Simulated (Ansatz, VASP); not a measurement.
# Two plane-wave programs on CdTe

```
Cd Te
1.0
     0.00000    3.30963    3.30963
     3.30963    0.00000    3.30963
     3.30963    3.30963    0.00000
Cd Te
1 1
Direct
  0.00000 0.00000 0.00000
  0.75000 0.75000 0.75000
```

Alike in both runs: task single point; functional PBE; k mesh 10 × 10 × 10; occupations gaussian, width 0.02 eV; no spin polarisation.

|  | VASP | Ansatz |
| --- | --- | --- |
| version | VASP 6.6.1 | Ansatz 0.2.0 |
| potentials or method | VASP PAW PBE potentials, release 64 (Cd, Te) | scalar-relativistic, plane waves, PAW |
| plane-wave cutoff (eV) | 520 | 420 |
| valence electrons in the cell | 18 | 36 |

```tsv
	VASP	Ansatz	Ansatz less VASP
gap on the k mesh at the Fermi level (eV)	0.58	0.58	+0.003
least direct gap on the mesh (eV)	0.58	0.58	+0.003
pressure (GPa)	0.1	0.0	-0.11
```

The two sets of potentials don't hold the same shells in valence.

Caveats: spin-orbit coupling is left out, which moves the levels of the heavy elements. As with any semilocal functional, this PBE gap is likely too small.
